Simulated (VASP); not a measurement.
# GaP (F-43m) in VASP: relaxation of cell and atoms with PBEsol

Aim: the relaxation of cell and atoms of GaP with PBEsol.

Everything below comes from runs of VASP 6.6.1. Logs are shortened: lines on timing, memory, paths and dates and some standing lists are left out, and cuts for length are marked.

### 1 Starting point

Symmetry: F-43m, No. 216, cubic system. The conventional cell has a = 5.437 Å, b = 5.437 Å, c = 5.437 Å, α = 90.00°, β = 90.00°, γ = 90.00°. Ga (site symmetry -43m) is surrounded by 4 P at 2.35 Å. P (site symmetry -43m) has 4 Ga at 2.35 Å as nearest neighbours.

### 2 Relaxation of cell and atoms, PBEsol

The input, INCAR:

```
ALGO = Normal
EDIFF = 1E-7
EDIFFG = -0.005
ENCUT = 600
GGA = PS
IBRION = 2
ISIF = 3
ISMEAR = 0
KPAR = 8
LASPH = True
LCHARG = False
LREAL = False
LWAVE = False
NELM = 80
NSW = 90
PREC = Accurate
SIGMA = 0.03
```

The input, KPOINTS:

```
k-points
0
Gamma
  8 8 8
```

The input, POSCAR:

```
GaP                                     
1.0
   -0.0000000000      2.7184163019      2.7184163019
    2.7184163019      0.0000000000      2.7184163019
    2.7184163019      2.7184163019      0.0000000000
  Ga              P             
     1     1
Direct
     0.0000000000000000    0.0000000000000000    0.0000000000000000
     0.2500000000000000    0.2500000000000000    0.2500000000000000
```

Potentials or basis: VASP PAW PBE potentials, release 64 (Ga_d, P).

Started as:

```sh
cat potpaw_PBE.64/Ga_d/POTCAR potpaw_PBE.64/P/POTCAR > POTCAR
mpirun -np 8 vasp_std > vasp.out
```

OUTCAR:

```text
EDIFF = 1E-7
   EDIFFG = -0.005
   ENCUT = 600
   GGA = PS
   IBRION = 2
   ISIF = 3
   ISMEAR = 0
   LASPH = True
   LREAL = False
   NELM = 80
   NSW = 90
   PREC = Accurate

 ion  position               nearest neighbor table
   1  0.000  0.000  0.000-   2 2.35   2 2.35   2 2.35   2 2.35
   2  0.250  0.250  0.250-   1 2.35   1 2.35   1 2.35   1 2.35

  LATTYP: Found a face centered cubic cell.
 ALAT       =     5.4368326038

  Lattice vectors:

 A1 = (   0.0000000000,   2.7184163019,   2.7184163019)
 A2 = (   2.7184163019,   0.0000000000,   2.7184163019)
 A3 = (   2.7184163019,   2.7184163019,   0.0000000000)

Analysis of symmetry for initial positions (statically):
=====================================================================
 Subroutine PRICEL returns:
 Original cell was already a primitive cell.

 Routine SETGRP: Setting up the symmetry group for a
 face centered cubic supercell.

 Subroutine GETGRP returns: Found 24 space group operations
 (whereof 24 operations were pure point group operations)
 out of a pool of 48 trial point group operations.

The static configuration has the point symmetry T_d .

Analysis of symmetry for dynamics (positions and initial velocities):
=====================================================================
 Subroutine PRICEL returns:
 Original cell was already a primitive cell.

 Routine SETGRP: Setting up the symmetry group for a
 face centered cubic supercell.

 Subroutine GETGRP returns: Found 24 space group operations
 (whereof 24 operations were pure point group operations)
 out of a pool of 48 trial point group operations.

The dynamic configuration has the point symmetry T_d .

 Subroutine INISYM returns: Found 24 space group operations
 (whereof 24 operations are pure point group operations),
 and found     1 'primitive' translations

----------------------------------------------------------------------------------------

                                     Primitive cell

  volume of cell :      40.1770

  direct lattice vectors                    reciprocal lattice vectors
     0.000000000  2.718416302  2.718416302    -0.183930622  0.183930622  0.183930622
     2.718416302  0.000000000  2.718416302     0.183930622 -0.183930622  0.183930622
     2.718416302  2.718416302  0.000000000     0.183930622  0.183930622 -0.183930622

  length of vectors
     3.844421202  3.844421202  3.844421202     0.318577182  0.318577182  0.318577182

  position of ions in fractional coordinates (direct lattice)
     0.000000000  0.000000000  0.000000000
     0.250000000  0.250000000  0.250000000

  ion indices of the primitive-cell ions
   primitive index   ion index
                 1           1
                 2           2

----------------------------------------------------------------------------------------

 KPOINTS: k-points

Automatic generation of k-mesh.
 Grid dimensions read from file:
 generate k-points for:    8    8    8

 Generating k-lattice:

  Cartesian coordinates                     Fractional coordinates (reciprocal lattice)
    -0.022991328  0.022991328  0.022991328     0.125000000  0.000000000  0.000000000
     0.022991328 -0.022991328  0.022991328     0.000000000  0.125000000  0.000000000
     0.022991328  0.022991328 -0.022991328     0.000000000  0.000000000  0.125000000

  Length of vectors
     0.039822148  0.039822148  0.039822148

  Shift w.r.t. Gamma in fractional coordinates (k-lattice)
     0.000000000  0.000000000  0.000000000

 Subroutine IBZKPT returns following result:
 ===========================================

 Found     29 irreducible k-points:

 Following reciprocal coordinates:
            Coordinates               Weight
  0.000000  0.000000  0.000000      1.000000
  0.125000  0.000000  0.000000      8.000000
  0.250000  0.000000  0.000000      8.000000
  0.375000  0.000000  0.000000      8.000000
  0.500000  0.000000  0.000000      4.000000
  0.125000  0.125000  0.000000      6.000000
[... 16 lines left out ...]
  0.500000  0.250000  0.125000     48.000000
 -0.375000  0.250000  0.125000     24.000000
 [... further k-points ...]
   k-points           NKPTS =     29   k-points in BZ     NKDIM =     29   number of bands    NBANDS=     13
   number of dos      NEDOS =    301   number of ions     NIONS =      2
   total plane-waves  NPLWV =  32768
   dimension x,y,z NGX =    32 NGY =   32 NGZ =   32
   dimension x,y,z NGXF=    64 NGYF=   64 NGZF=   64
   ions per type =               1   1
   NGX,Y,Z   is equivalent  to a cutoff of  13.84, 13.84, 13.84 a.u.
   NGXF,Y,Z  is equivalent  to a cutoff of  27.68, 27.68, 27.68 a.u.
 SYSTEM =  unknown system
   PREC   = accura    normal or accurate (medium, high low for compatibility)
   ISTART =      0    job   : 0-new  1-cont  2-samecut
   ICHARG =      2    charge: 1-file 2-atom 10-const
   ISPIN  =      1    spin polarized calculation?
   LNONCOLLINEAR =      F non collinear calculations
   LSORBIT =      F    spin-orbit coupling
   LASPH  =      T    aspherical Exc in radial PAW
   ENCUT  =  600.0 eV  44.10 Ry    6.64 a.u.   7.68  7.68  7.68*2*pi/ulx,y,z
   NELM   =     80;   NELMIN=  2; NELMDL= -5     # of ELM steps
   EDIFF  = 0.1E-06   stopping-criterion for ELM
   LREAL  =      F    real-space projection
   EDIFFG = -.5E-02   stopping-criterion for IOM
   NSW    =     90    number of steps for IOM
   IBRION =      2    ionic relax: 0-MD 1-quasi-New 2-CG
   NFREE  =      1    steps in history (QN), initial steepest desc. (CG)
   ISIF   =      3    stress and relaxation
   ISYM   =      2    0-nonsym 1-usesym 2-fastsym
   POTIM  = 0.5000    time-step for ionic-motion
   TEBEG  =    0.0;   TEEND  =   0.0 temperature during run
   PSTRESS=    0.0 pullay stress
   NELECT =      18.0000    total number of electrons
   NUPDOWN=      -1.0000    fix difference up-down
   EMIN   =  10.00;   EMAX   =-10.00  energy-range for DOS
   EFERMI =   0.00;   METHOD = LEGACY
   ISMEAR =     0;   SIGMA  =   0.03  broadening in eV -4-tet -1-fermi 0-gaus
   EFERMI_NEDOS =   21; number of points for ismear=-14 and -15
   IALGO  =     38    algorithm
   IMIX   =      4    mixing-type and parameters
     AMIX     =   0.40;   BMIX     =  1.00
     AMIX_MAG =   1.60;   BMIX_MAG =  1.00
  volume/ion in A,a.u.               =      20.09       135.56
  Fermi-wavevector in a.u.,A,eV,Ry     =   1.252679  2.367220 21.350316  1.569204
  Thomas-Fermi vector in A             =   2.386568
   LORBIT       =      0    0 simple, 1 ext, 2 COOP (PROOUT), +10 PAW based schemes
   GGA     = PS    functional components
   LHFCALC =     F    Hartree Fock is set to
   AEXX    =    0.0000 exact exchange contribution
   IVDW    =     0    specifies the selected vdW correction
   LEPSILON=     F    determine dielectric tensor
   LRPA    =     F    only Hartree local field effects (RPA)
 conjugate gradient relaxation of ions
 non-spin polarized calculation
 Gauss-broadening in eV      SIGMA  =   0.03
  energy-cutoff  :      600.00
  volume of cell :       40.18
 maximum number of plane-waves:      1363
   NGX = 15   NGY = 15   NGZ = 15

 number of electron      18.0000006 magnetization

 Free energy of the ion-electron system (eV)
  ---------------------------------------------------
  ext. energy  EPLUGINS =         0.00000000
  ---------------------------------------------------
  free energy    TOTEN  =        -9.92110651 eV

  energy without entropy =       -9.92110651  energy(sigma->0) =       -9.92110651

 E-fermi :   4.8415     XC(G=0): -10.0552

 val. band max:        4.6458062660   @ k =   0.0000   0.0000   0.0000
 cond. band min:       6.1469104987   @ k =   0.5000   0.5000   0.0000
 fundamental gap:      1.5011042327
 Fermi energy:         4.8414552351

 k-point     1 :       0.0000    0.0000    0.0000
  band No.  band energies     occupation
      1      -9.9089      2.00000
      2      -9.9089      2.00000
      3      -9.9089      2.00000
      4      -9.8058      2.00000
      5      -9.8058      2.00000
      6      -7.9353      2.00000
      7       4.6458      2.00000
      8       4.6458      2.00000
      9       4.6458      2.00000
     10       6.4582      0.00000
     11       8.4705      0.00000
     12       8.4705      0.00000
     13       8.4705      0.00000

 k-point     2 :       0.1250    0.0000    0.0000
  band No.  band energies     occupation
      1      -9.9233      2.00000
      2      -9.9040      2.00000
      3      -9.9040      2.00000
      4      -9.8059      2.00000
      5      -9.8059      2.00000
      6      -7.7295      2.00000
      7       2.9918      2.00000
      8       4.4094      2.00000
      9       4.4094      2.00000
     10       7.0703      0.00000
     11       8.8277      0.00000
     12       8.8277      0.00000
     13       9.0594      0.00000

 k-point     3 :       0.2500    0.0000    0.0000
  band No.  band energies     occupation
      1      -9.9548      2.00000
      2      -9.8936      2.00000
      3      -9.8936      2.00000
      4      -9.8046      2.00000
      5      -9.8046      2.00000
      6      -7.1457      2.00000
      7       0.7149      2.00000
      8       3.9675      2.00000
      9       3.9675      2.00000
     10       6.7473      0.00000
     11       9.3368      0.00000
     12       9.3368      0.00000
     13      10.9453      0.00000
[... 305 lines left out ...]
 k-point    23 :       0.5000    0.2500    0.1250
  band No.  band energies     occupation
      1      -9.9943      2.00000
      2      -9.8776      2.00000
      3      -9.8677      2.00000
      4      -9.8151      2.00000
      5      -9.7966      2.00000
      6      -5.8768      2.00000
      7      -1.1260      2.00000
      8       1.5336      2.00000
      9       2.8809      2.00000
     10       8.0708      0.00000
     11       9.0075      0.00000
     12      10.2680      0.00000
     13      11.7233      0.00000

 k-point    24 :      -0.3750    0.2500    0.1250
  band No.  band energies     occupation
      1     -10.0001      2.00000
      2      -9.8771      2.00000
      3      -9.8644      2.00000
      4      -9.8114      2.00000
      5      -9.7984      2.00000
      6      -5.4051      2.00000
      7      -1.8637      2.00000
      8       1.3771      2.00000
      9       2.6631      2.00000
     10       8.0610      0.00000
     11       8.8339      0.00000
     12      11.0770      0.00000
     13      12.5058      0.00000

 [... further k-points ...]

------------------------ aborting loop because EDIFF is reached ----------------------------------------

  FORCE on cell =-STRESS in cart. coord.  units (eV):
  Direction    XX          YY          ZZ          XY          YZ          ZX
  --------------------------------------------------------------------------------------
  -------------------------------------------------------------------------------------
  Total        0.0008286      0.0008286      0.0008286      0.0000000      0.0000000     -0.0000000
  in kB        0.0330436      0.0330436      0.0330436      0.0000000      0.0000000     -0.0000000
  external PRESSURE =       0.0330436 kB  Pullay stress =       0.0000000 kB

 VOLUME and BASIS-vectors are now :
 -----------------------------------------------------------------------------
  energy-cutoff  :      600.00
  volume of cell :       40.18
      direct lattice vectors                 reciprocal lattice vectors
     0.000000000  2.718416302  2.718416302    -0.183930622  0.183930622  0.183930622
     2.718416302  0.000000000  2.718416302     0.183930622 -0.183930622  0.183930622
     2.718416302  2.718416302  0.000000000     0.183930622  0.183930622 -0.183930622

 POSITION                                       TOTAL-FORCE (eV/Angst)
 -----------------------------------------------------------------------------------
      0.00000      0.00000      0.00000        -0.000000     -0.000000     -0.000000
      1.35921      1.35921      1.35921         0.000000      0.000000      0.000000
 -----------------------------------------------------------------------------------
    total drift:                                0.000001      0.000001      0.000001

  FREE ENERGIE OF THE ION-ELECTRON SYSTEM (eV)
  ---------------------------------------------------
  free  energy   TOTEN  =        -9.9211065095 eV

  energy  without entropy=       -9.9211065095  energy(sigma->0) =       -9.92110651

 reached required accuracy - stopping structural energy minimisation
```

Run time: 11 s. Hardware: 8 MPI ranks of Intel Xeon Platinum 8259CL at 2.50GHz (Skylake/Cascade Lake), shared host; peak memory 0.19 GiB.

Results:

- Free energy: -9.9211 eV
- Pressure after relaxing: 0.0 GPa
- Band gap on the k mesh: 1.50 eV, indirect (least direct gap 1.81 eV)

Final structure:
```cif
data_structure
_symmetry_space_group_name_H-M 'P 1'
_symmetry_Int_Tables_number 1
_cell_length_a 3.8444
_cell_length_b 3.8444
_cell_length_c 3.8444
_cell_angle_alpha 60.000
_cell_angle_beta 60.000
_cell_angle_gamma 60.000
_cell_volume 40.18
loop_
_atom_site_label
_atom_site_type_symbol
_atom_site_fract_x
_atom_site_fract_y
_atom_site_fract_z
_atom_site_occupancy
Ga1 Ga 0.00000 0.00000 0.00000 1
P1 P 0.25000 0.25000 0.25000 1
```

Caveat: the relaxation stopped at its first step, so nothing moved; the PAW data sets were made with another functional, which shifts forces and pressure a little. PBEsol gaps usually lie below the measured ones, often by a third to a half.
